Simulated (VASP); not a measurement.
# Adsorption of CH4 on the (1 1 1) face of Ti

Does CH4 stick to the (1 1 1) face of Ti, and does it stay whole? The molecule starts over a bridge site, flat. The start is a cell from a database of measured crystal structures.

Main program and level: VASP 6.6.1; RPBE with D3(BJ); plane waves and PAW (Ti), in the first sound run; inputs show where later runs differ.

This is a report of a sequence of runs, with most program output left out.

It derives from a form of Ti that is not the ambient one, so the starting crystal is not the ambient structure.

## 1. The starting structure

The cell holds 12 atoms: 12 Ti. Its edges and angles: a = 5.742 Å, b = 5.742 Å, c = 24.493 Å, α = 90.0°, β = 90.0°, γ = 120.0°. It derives from Ti. The (1 1 1) slab of Ti, cut from the database cell. Vacuum lies along c.

Structure file:

```
Ti
1.0
     5.74171    0.00000    0.00000
    -2.87085    4.97246    0.00000
     0.00000    0.00000   24.49278
Ti
12
Direct
  0.33333 0.16667 0.32785
  0.33333 0.66667 0.32785
  0.83333 0.16667 0.32785
  0.83333 0.66667 0.32785
  0.66667 0.33333 0.42356
  0.66667 0.83333 0.42356
  0.16667 0.33333 0.42356
  0.16667 0.83333 0.42356
  0.00000 0.50000 0.51926
  0.00000 0.00000 0.51926
  0.50000 0.50000 0.51926
  0.50000 0.00000 0.51926
```

## 2. Relaxing the slab

The free atoms relax, while those held by selective dynamics keep their cut positions.

The input, INCAR:

```
SYSTEM = Ti
PREC = Normal
ENCUT = 400
EDIFF = 1E-05
NELM = 120
ISMEAR = 0
SIGMA = 0.05
LREAL = Auto
ALGO = Fast
GGA = RP
IVDW = 12
NBANDS = 36
LORBIT = 11
LWAVE = .FALSE.
LCHARG = .FALSE.
KPAR = 4
IBRION = 2
NSW = 40
ISIF = 2
EDIFFG = -0.03
POTIM = 0.4
MAXMIX = 40
IDIPOL = 3
LDIPOL = .TRUE.
DIPOL = 0.5 0.5 0.424
```

The input, POSCAR:

```
Ti
1.0
    5.7417070632      0.0000000000      0.0000000000
   -2.8708535316      4.9724641778      0.0000000000
    0.0000000000      0.0000000000     24.4927841858
Ti
12
Selective dynamics
Direct
    0.3333333300      0.1666666700      0.3278516600  F F F
    0.3333333300      0.6666666700      0.3278516600  F F F
    0.8333333300      0.1666666700      0.3278516600  F F F
    0.8333333300      0.6666666700      0.3278516600  F F F
    0.6666666700      0.3333333300      0.4235550400  T T T
    0.6666666700      0.8333333300      0.4235550400  T T T
    0.1666666700      0.3333333300      0.4235550400  T T T
    0.1666666700      0.8333333300      0.4235550400  T T T
    0.0000000000      0.5000000000      0.5192584100  T T T
    0.0000000000      0.0000000000      0.5192584100  T T T
    0.5000000000      0.5000000000      0.5192584100  T T T
    0.5000000000      0.0000000000      0.5192584100  T T T
```

The input, KPOINTS:

```
Automatic mesh
0
Gamma
6 6 1
0 0 0
```

Potentials, in the order of the species: Ti (PBE family, release 64).

The run is started by

```console
$ mpirun -np 4 vasp_std
```

Elapsed: 1.9 min, on 4 MPI ranks of AMD EPYC 9R45, shared host; peak memory 1.5 GiB.

The PAW data sets were made with PBE, which is usual practice but a small mismatch for other functionals. Dispersion corrections of this kind ignore metallic screening and tend to overbind metals. The data set Ti keeps the semicore shell frozen, which is cheaper and a little less accurate. The run keeps the 6 symmetry operations of its start, so it cannot find a distortion of lower symmetry.

Step by step:

| step | energy less that of the first step (eV) | largest force (eV/Å) |
| --- | --- | --- |
| 1 | 0.0000 | 1.7403 |
| 2 | -0.4361 | 1.5126 |
| 3 | -1.2758 | 1.1553 |
| 4 | -1.3211 | 1.8306 |
| 5 | -1.6510 | 1.6914 |
| 6 | -2.3628 | 1.0427 |
| 7 | -1.5851 | 1.3733 |
| 8 | -2.4943 | 0.6025 |
| 9 | -2.5013 | 0.4772 |
| 10 | -2.5505 | 0.0348 |
| 11 | -2.5505 | 0.0371 |
| 12 | -2.5508 | 0.0246 |

The atoms that moved most (Å):

| atom | dx | dy | dz | length |
| --- | --- | --- | --- | --- |
| Ti12 | 0.000 | 0.000 | -0.656 | 0.656 |
| Ti11 | 0.000 | 0.000 | -0.656 | 0.656 |
| Ti10 | 0.000 | 0.000 | -0.656 | 0.656 |
| Ti9 | 0.000 | 0.000 | -0.656 | 0.656 |
| Ti8 | 0.000 | 0.000 | -0.330 | 0.330 |
| Ti7 | 0.000 | 0.000 | -0.330 | 0.330 |
| Ti6 | 0.000 | 0.000 | -0.330 | 0.330 |
| Ti5 | 0.000 | 0.000 | -0.330 | 0.330 |

Final coordinates:

```
Ti
1.0
     5.74171    0.00000    0.00000
    -2.87085    4.97246    0.00000
     0.00000    0.00000   24.49278
Ti
12
Direct
  0.33333 0.16667 0.32785
  0.33333 0.66667 0.32785
  0.83333 0.16667 0.32785
  0.83333 0.66667 0.32785
  0.66667 0.33333 0.41007
  0.66667 0.83333 0.41007
  0.16667 0.33333 0.41007
  0.16667 0.83333 0.41007
  0.00000 0.50000 0.49247
  0.00000 0.00000 0.49247
  0.50000 0.50000 0.49247
  0.50000 0.00000 0.49247
```

This step gave:

| Item | Value |
| --- | --- |
| electronic cycles | 155 |
| electrons | 48 |
| free energy (TOTEN) | -118.5175 eV |
| energy at zero smearing | -118.5046 eV |
| Fermi energy | -2.143 eV |
| labelled metallic, from the levels on this mesh | yes |
| dipole moment | 0, 0, 0.001105 e·Å |

The run ended after 12 ionic steps, 2.551 eV below its first step, once the forces on the free atoms met EDIFFG = -0.03.

Only the dipole across the slab is computed (IDIPOL = 3); zeros along the plane are no results.

## 3. Potential and states of the slab

A static run writes the electrostatic potential without exchange and correlation (LVHAR), which is flat in the vacuum and gives the level to count from. The dipole correction cancels the field that unlike faces would set up across the vacuum.

The input, INCAR:

```
SYSTEM = Ti
PREC = Normal
ENCUT = 400
EDIFF = 1E-06
NELM = 120
ISMEAR = 0
SIGMA = 0.05
LREAL = Auto
ALGO = Fast
GGA = RP
IVDW = 12
NBANDS = 52
LORBIT = 11
LWAVE = .FALSE.
LCHARG = .TRUE.
IDIPOL = 3
LDIPOL = .TRUE.
DIPOL = 0.5 0.5 0.41
LVHAR = .TRUE.
LVACPOTAV = .TRUE.
LELF = .TRUE.
NEDOS = 1500
```

The input, POSCAR:

```
Ti
1.0
    5.7417070632      0.0000000000      0.0000000000
   -2.8708535316      4.9724641778      0.0000000000
    0.0000000000      0.0000000000     24.4927841858
Ti
12
Direct
    0.3333333300      0.1666666700      0.3278516600
    0.3333333300      0.6666666700      0.3278516600
    0.8333333300      0.1666666700      0.3278516600
    0.8333333300      0.6666666700      0.3278516600
    0.6666666700      0.3333333300      0.4100708964
    0.6666666700      0.8333333300      0.4100708964
    0.1666666700      0.3333333300      0.4100708964
    0.1666666700      0.8333333300      0.4100708964
    0.0000000000      0.5000000000      0.4924694606
    0.0000000000      0.0000000000      0.4924694606
    0.5000000000      0.5000000000      0.4924694606
    0.5000000000      0.0000000000      0.4924694606
```

KPOINTS is that of step 2.

The run is started by

```console
$ mpirun -np 4 vasp_std
```

Wall time 22 s (4 MPI ranks); peak memory 0.73 GiB; 83 s of CPU time.

This step gave:

```yaml
electronic_cycles: 27
dos_at_the_fermi_level_one_point_of_the_energy_grid: 20.68 states/eV/cell
dipole_moment: 0, 0, 8.84e-4 e·Å
vacuum_levels: 2.357, 2.351 eV
work_functions_of_the_upper_and_lower_face: 4.500, 4.494 eV
```

The density of states has structure finer than the step of the table below, so its rows give means over 0.25 eV, whole bins alone (the curve runs from -6.13 to 4.56 eV). Peaks (eV: height): total -0.826: 37.1, 0.165: 40.8, 0.572: 34.1, 0.722: 34.9; Ti s -4.315: 5.55, -3.459: 4.88, -2.774: 6.77, -2.453: 4.91; Ti p -0.826: 7.06, 0.165: 7.13, 0.572: 7.34, 1.492: 6.36; Ti d -0.826: 27.4, 0.165: 28.2, 0.743: 30.8, 0.914: 27.0.

Table of density of states by energy, zero at the Fermi level; means over each step; values in states/eV/cell:

| energy (eV) | total | Ti s | Ti p | Ti d |
| --- | --- | --- | --- | --- |
| -6.00 | 0 | 0 | 0 | 0 |
| -5.75 | 0.124 | 0.111 | 0.00457 | 6.2e-4 |
| -5.50 | 1.30 | 1.14 | 0.0749 | 0.00776 |
| -5.25 | 0.133 | 0.116 | 0.00810 | 6.9e-4 |
| -5.00 | 1.60 | 1.32 | 0.169 | 0.0196 |
| -4.75 | 1.06 | 0.853 | 0.128 | 0.0178 |
| -4.50 | 0.146 | 0.108 | 0.0259 | 0.00546 |
| -4.25 | 2.57 | 1.90 | 0.452 | 0.103 |
| -4.00 | 2.54 | 1.64 | 0.403 | 0.239 |
| -3.75 | 0.344 | 0.205 | 0.0436 | 0.0401 |
| -3.50 | 6.02 | 3.52 | 1.31 | 0.759 |
| -3.25 | 1.93 | 0.988 | 0.406 | 0.426 |
| -3.00 | 4.16 | 1.58 | 0.645 | 1.45 |
| -2.75 | 11.5 | 3.28 | 1.96 | 5.73 |
| -2.50 | 14.7 | 3.13 | 1.75 | 8.90 |
| -2.25 | 8.02 | 1.87 | 1.28 | 4.68 |
| -2.00 | 12.5 | 1.73 | 1.92 | 8.31 |
| -1.75 | 12.7 | 1.21 | 1.61 | 9.52 |
| -1.50 | 21.8 | 1.54 | 2.82 | 16.8 |
| -1.25 | 12.2 | 0.655 | 1.42 | 9.96 |
| -1.00 | 9.73 | 0.385 | 1.18 | 7.68 |
| -0.75 | 23.8 | 0.735 | 3.43 | 18.2 |
| -0.50 | 11.2 | 0.428 | 1.10 | 8.68 |
| -0.25 | 19.6 | 0.562 | 2.69 | 13.5 |
| 0.00 | 21.3 | 0.585 | 3.26 | 14.7 |
| 0.25 | 23.5 | 0.425 | 4.05 | 16.8 |
| 0.50 | 26.7 | 0.230 | 4.83 | 19.6 |
| 0.75 | 24.8 | 0.197 | 2.23 | 21.4 |
| 1.00 | 22.6 | 0.278 | 2.78 | 18.5 |
| 1.25 | 13.2 | 0.152 | 1.52 | 10.5 |
| 1.50 | 19.7 | 0.243 | 3.35 | 15.1 |
| 1.75 | 13.7 | 0.0697 | 0.988 | 11.6 |
| 2.00 | 19.4 | 0.0848 | 0.784 | 17.3 |
| 2.25 | 15.2 | 0.107 | 0.627 | 13.3 |
| 2.50 | 11.8 | 0.0810 | 0.614 | 10.1 |
| 2.75 | 10.1 | 0.0905 | 0.621 | 8.60 |
| 3.00 | 5.32 | 0.0443 | 0.389 | 4.50 |
| 3.25 | 1.97 | 0.00488 | 0.0340 | 1.87 |
| 3.50 | 1.66 | 0.00652 | 0.0369 | 1.56 |
| 3.75 | 2.89 | 0.00864 | 0.164 | 2.65 |
| 4.00 | 2.36 | 0.00181 | 0.0422 | 2.27 |
| 4.25 | 0.0202 | 0 | 6.7e-5 | 0.0197 |

Zero at the Fermi level. Table of planar average of the electrostatic potential by height:

| height (Å) | planar average of the electrostatic potential (eV) |
| --- | --- |
| 0 | 4.49 |
| 1 | 4.49 |
| 2 | 4.49 |
| 3 | 4.49 |
| 4 | 4.49 |
| 5 | 4.42 |
| 6 | 3.82 |
| 7 | -0.608 |
| 8 | -5.87 |
| 9 | -2.85 |
| 10 | -5.43 |
| 11 | -2.79 |
| 12 | -5.81 |
| 13 | -1.40 |
| 14 | 3.68 |
| 15 | 4.41 |
| 16 | 4.49 |
| 17 | 4.50 |
| 18 | 4.50 |
| 19 | 4.50 |
| 20 | 4.50 |
| 21 | 4.50 |
| 22 | 4.50 |
| 23 | 4.49 |
| 24 | 4.49 |

Density of states in the PAW spheres, an atom over height of the layer and energy from the Fermi level.

Ten even steps from '_' (0.00 states/eV) to '@' (2.19 states/eV), each cell a mean:
```
@@==@@
@@--@@
++--++
******
--**--
**%%**
--==--
--==--
--==--
......
......
______
__..__
______
______
______
______
______
______
______
______
______
```
Columns: height of the layer (Å) from 8 to 12.1; rows upwards: energy from the Fermi level (eV) from -7.9 to 0.5.

Valence density in the ca plane at fractional y = 0.000, with atoms of Ti within 0.2 Å of it. It is the smooth field of the valence electrons, not physical close to the nuclei.

Ten steps, logarithmic in the rise over the least value, from '0' (0.0 e/Å³) to '9' (1.1 e/Å³), each cell a mean:
```
00000000000001234556666666667899853211000000
00000000000001234556666666666787643211000000
00000000000001234566666666666666543211000000
00000000000001234567766677666666543211000000
00000000000001234566666666666666543211000000
00000000000001234556666666666788653211000000
00000000000001234556666666667899853211000000
00000000000001234556666666677899864211000000
00000000000001234556666666667788753211000000
00000000000001234556666666666677643211000000
00000000000001234567766676666666543211000000
00000000000001234567766676666666543211000000
00000000000001234556666666666677643211000000
00000000000001234556666666667788753211000000
00000000000001234556666666677899864211000000
```
Columns run along c (16.0 Å, from fractional 0.04 to 0.70 of the cell), rows up along a (5.7 Å). Atoms in or near the plane, at fractional coordinates: Ti at (0.49, 0.00), Ti at (0.49, 0.50).

Electrostatic potential energy in the ca plane at fractional y = 0.000, with atoms of Ti within 0.2 Å of it. With pseudopotentials it is smooth inside the atoms' cores, unlike the true potential.

Ten even steps from '0' (-12 eV) to '9' (2 eV), each cell a mean:
```
99999999999999998766678776641000025899999999
99999999999999987643456543452100147899999999
99999999999999987421234322245433468999999999
99999999999999986311123211246655678999999999
99999999999999987421234322245322468999999999
99999999999999987643456544452100147899999999
99999999999999998766678776641000025899999999
99999999999999998766788877641000015899999999
99999999999999998654567655542000026899999999
99999999999999987532245432344211257899999999
99999999999999986311124211246544578999999999
99999999999999986311124211246544578999999999
99999999999999987532245432344211257899999999
99999999999999998655567755541000026899999999
99999999999999998766788877641000015899999999
```
Columns run along c (16.0 Å, from fractional 0.04 to 0.70 of the cell; values clipped at the 3rd and 97th percentile), rows up along a (5.7 Å). Atoms in or near the plane, at fractional coordinates: Ti at (0.49, 0.00), Ti at (0.49, 0.50).

ELF in the ca plane at fractional y = 0.000, with atoms of Ti within 0.2 Å of it. It is the smooth field of the valence electrons, not physical close to the nuclei.

Ten even steps from '0' (0.00) to '9' (0.73), each cell a mean:
```
03000000000124688754689767972000001221000000
00000000000123566432356433553100012321100000
00000000000013443212234321245432245542100000
00000000000012332111233320136654466642100000
00000000000013443212234321245432235532100000
00000000000123566432356533553100012321100000
00000000000124689754689767972000001221000000
01100000000124799865799878972000001111000000
03000000000124677643478645762000011221100000
00000000000013454222345422344211123432100000
00000000000012332111233321136643456542100000
00000000000012332111233321136643456542100000
00000000000013454322345422344211123432100000
00000000000124677643578645762000011221000000
01100000000124799865799878972000001111000000
```
Columns run along c (16.0 Å, from fractional 0.04 to 0.70 of the cell), rows up along a (5.7 Å). Atoms in or near the plane, at fractional coordinates: Ti at (0.49, 0.00), Ti at (0.49, 0.50).

The density of states holds every band computed, so its fall toward the upper end of the range is no gap.

The map of layer states is cut here 0.5 eV above the Fermi level, so it leaves out the states above that.

The vacuum level lies 4.50 eV above the Fermi level at the upper face; both faces agree, as the slab has next to no dipole.

The program found no field-free point at its default tolerance, but its printed level agrees with the flat part of the planar average.

On this mesh the fine structure of the density of states is sampling noise, and high empty states may be cut by the number of bands.

## 4. The free molecule

This step: RPBE with D3(BJ); plane waves and PAW (C, H) (VASP 6.6.1).

System of this step: H4C (CH4). The cell holds 5 atoms: 1 C and 4 H. Its edges and angles: a = 13.000 Å, b = 13.500 Å, c = 14.000 Å, α = 90.0°, β = 90.0°, γ = 90.0°. Vacuum lies along a, b and c.

The adsorption energy needs the molecule on its own, relaxed in a large box with the same cutoff and functional.

The input, INCAR:

```
SYSTEM = H4C
PREC = Normal
ENCUT = 400
EDIFF = 1E-05
NELM = 120
ISMEAR = 0
SIGMA = 0.01
LREAL = Auto
ALGO = Fast
GGA = RP
IVDW = 12
NBANDS = 10
LORBIT = 11
LWAVE = .FALSE.
LCHARG = .FALSE.
NCORE = 4
IBRION = 2
NSW = 40
ISIF = 2
EDIFFG = -0.03
POTIM = 0.4
MAXMIX = 40
ISYM = 0
```

The input, POSCAR:

```
H4C
1.0
   13.0000000000      0.0000000000      0.0000000000
    0.0000000000     13.5000000000      0.0000000000
    0.0000000000      0.0000000000     14.0000000000
C H
1 4
Direct
    0.4951123500      0.5003999300      0.5039892900
    0.4306647900      0.4467169900      0.5083178600
    0.4899921900      0.5532830100      0.5644535800
    0.5693352100      0.4600234400      0.5076321400
    0.4904571800      0.5415762600      0.4355464200
```

The input, KPOINTS:

```
Automatic mesh
0
Gamma
1 1 1
0 0 0
```

Potentials, in the order of the species: C and H (PBE family, release 64).

The run is started by

```console
$ mpirun -np 4 vasp_gam
```

It took 7.6 s on 4 MPI ranks; peak memory 1 GiB; 28 s of CPU time.

Relaxation path:

| step | energy less that of the first step (eV) | largest force (eV/Å) |
| --- | --- | --- |
| 1 | 0.0000 | 0.3599 |
| 2 | -0.0077 | 0.0882 |
| 3 | -0.0081 | 0.0031 |

The atoms that moved most (Å):

| atom | dx | dy | dz | length |
| --- | --- | --- | --- | --- |
| H2 | 0.009 | 0.007 | -0.001 | 0.011 |
| H5 | 0.001 | -0.006 | 0.010 | 0.011 |
| H3 | 0.001 | -0.007 | -0.009 | 0.011 |
| H4 | -0.010 | 0.006 | -0.001 | 0.011 |

The relaxed structure:

```
C H
1.0
    13.00000    0.00000    0.00000
     0.00000   13.50000    0.00000
     0.00000    0.00000   14.00000
C H
1 4
Direct
  0.49511 0.50040 0.50399
  0.43132 0.44726 0.50827
  0.49004 0.55275 0.56384
  0.56858 0.46043 0.50759
  0.49051 0.54116 0.43624
```

Numbers from this step:

| Property | Result |
| --- | --- |
| electronic cycles | 34 |
| electrons | 8 |
| free energy (TOTEN) | -24.21 eV |
| gap between the highest filled and lowest empty level | 8.842 eV |

The run ended after 3 ionic steps, 0.008 eV below its first step, once the forces on the free atoms met EDIFFG = -0.03.

Energy at zero smearing: -24.20994 eV.

## 5. The molecule on the surface

This step: RPBE with D3(BJ); plane waves and PAW (Ti, C, H) (VASP 6.6.1).

System of this step: Ti12H4C. The cell holds 17 atoms: 12 Ti, 1 C and 4 H. Cell: a = 5.742 Å, b = 5.742 Å, c = 24.493 Å, α = 90.0°, β = 90.0°, γ = 120.0°. It derives from Ti. CH4 (flat) over a bridge site of the (1 1 1) slab of Ti, cut from the database cell. Vacuum lies along c.

The molecule is set on the slab as cut, not on the relaxed one, and relaxes with the free layers. ISYM = 0 lifts the symmetry, but a start on a mirror plane can still stay on it.

The input, INCAR:

```
SYSTEM = Ti12H4C
PREC = Normal
ENCUT = 400
EDIFF = 1E-05
NELM = 120
ISMEAR = 0
SIGMA = 0.05
LREAL = Auto
ALGO = Fast
GGA = RP
IVDW = 12
NBANDS = 45
LORBIT = 11
LWAVE = .FALSE.
LCHARG = .FALSE.
KPAR = 4
IBRION = 2
NSW = 60
ISIF = 2
EDIFFG = -0.03
POTIM = 0.4
MAXMIX = 40
IDIPOL = 3
LDIPOL = .TRUE.
DIPOL = 0.5 0.5 0.487
ISYM = 0
```

The input, POSCAR:

```
Ti12H4C
1.0
    5.7417070632      0.0000000000      0.0000000000
   -2.8708535316      4.9724641778      0.0000000000
    0.0000000000      0.0000000000     24.4927841858
Ti C H
12 1 4
Selective dynamics
Direct
    0.3333333300      0.1666666700      0.3278516600  F F F
    0.3333333300      0.6666666700      0.3278516600  F F F
    0.8333333300      0.1666666700      0.3278516600  F F F
    0.8333333300      0.6666666700      0.3278516600  F F F
    0.6666666700      0.3333333300      0.4235550400  T T T
    0.6666666700      0.8333333300      0.4235550400  T T T
    0.1666666700      0.3333333300      0.4235550400  T T T
    0.1666666700      0.8333333300      0.4235550400  T T T
    0.0000000000      0.5000000000      0.5192584100  T T T
    0.0000000000      0.0000000000      0.5192584100  T T T
    0.5000000000      0.5000000000      0.5192584100  T T T
    0.5000000000      0.0000000000      0.5192584100  T T T
    0.2046440400      0.3882082300      0.6375871400  T T T
   -0.0141472200      0.2424616400      0.6400613400  T T T
    0.2648388400      0.5317832600      0.6721483400  T T T
    0.3178845200      0.2785880200      0.6396693800  T T T
    0.2500000000      0.5000000000      0.5984654100  T T T
```

The input, KPOINTS:

```
Automatic mesh
0
Gamma
6 6 1
0 0 0
```

PAW data sets: Ti, C and H (PBE family, release 64).

The run is started by

```console
$ mpirun -np 4 vasp_std
```

Wall time 11 min (4 MPI ranks); peak memory 2 GiB.

Step by step (22 of 44):

| step | energy less that of the first step (eV) | largest force (eV/Å) |
| --- | --- | --- |
| 1 | 0.0000 | 1.8634 |
| 3 | -0.6468 | 5.4011 |
| 5 | -0.8491 | 4.0861 |
| 7 | -1.4028 | 2.4388 |
| 9 | -1.6067 | 1.8737 |
| 11 | -1.9146 | 2.0635 |
| 13 | -2.2544 | 1.0750 |
| 15 | -2.3130 | 1.0767 |
| 17 | -2.4211 | 0.4611 |
| 19 | -2.4504 | 0.3617 |
| 21 | -2.4771 | 0.4695 |
| 24 | -2.4908 | 0.1393 |
| 26 | -2.4931 | 0.0987 |
| 28 | -2.4933 | 0.4204 |
| 30 | -2.4954 | 0.0762 |
| 32 | -2.4963 | 0.0760 |
| 34 | -2.4973 | 0.2104 |
| 36 | -2.4984 | 0.0789 |
| 38 | -2.4994 | 0.0957 |
| 40 | -2.4997 | 0.0334 |
| 42 | -2.4999 | 0.0350 |
| 44 | -2.5000 | 0.0271 |

The atoms that moved most (Å):

| atom | dx | dy | dz | length |
| --- | --- | --- | --- | --- |
| Ti12 | -0.002 | -0.015 | -0.679 | 0.679 |
| Ti10 | -0.001 | -0.027 | -0.654 | 0.654 |
| Ti9 | -0.015 | 0.009 | -0.637 | 0.637 |
| Ti11 | 0.013 | 0.009 | -0.633 | 0.633 |
| Ti8 | -0.004 | -0.005 | -0.337 | 0.337 |
| Ti6 | 0.004 | -0.005 | -0.335 | 0.335 |
| Ti5 | 0.000 | 0.005 | -0.326 | 0.326 |
| Ti7 | 0.001 | 0.004 | -0.302 | 0.302 |

The relaxed structure:

```
Ti C H
1.0
     5.74171    0.00000    0.00000
    -2.87085    4.97246    0.00000
     0.00000    0.00000   24.49278
Ti C H
12 1 4
Direct
  0.33333 0.16667 0.32785
  0.33333 0.66667 0.32785
  0.83333 0.16667 0.32785
  0.83333 0.66667 0.32785
  0.66710 0.33431 0.41024
  0.66681 0.83223 0.40988
  0.16715 0.33411 0.41124
  0.16543 0.83231 0.40981
  0.99835 0.50186 0.49326
  0.99720 0.99462 0.49257
  0.50311 0.50181 0.49343
  0.49816 0.99703 0.49154
  0.20521 0.38889 0.63660
  0.98829 0.24459 0.63787
  0.26353 0.52864 0.67128
  0.31756 0.28039 0.63764
  0.25284 0.50517 0.59820
```

This step gave:

| Quantity | Value |
| --- | --- |
| electronic cycles | 358 |
| electrons | 56 |
| free energy (TOTEN) | -142.9181 eV |
| energy at zero smearing | -142.9034 eV |
| Fermi energy | -1.736 eV |
| dipole moment | 0, 0, -0.08483 e·Å |

The run ended after 44 ionic steps, 2.500 eV below its first step, once the forces on the free atoms met EDIFFG = -0.03.

VASP counts the dipole in electrons times Å, so a positive number points the physical dipole along −c.

(Continued in part 2 of 2.)

[Lines on the potential files, build, host, timing and source positions are cut from VASP's logs without a mark.]

[Logs are printed without paths, hosts, clocks, repeated set-up lines and the standing remarks that a program may print on its own settings, such as how far it seeks lower states.]

[Hosts, paths, dates, database ids (printed as entryN), source tags and the programs' standing remarks are cut or masked in the printed files.]

[Runs that stopped without an error message from VASP are left out.]

[In band tables of VASP the shares of atoms and orbitals are scaled to a sum of 1 inside the atoms' spheres.]
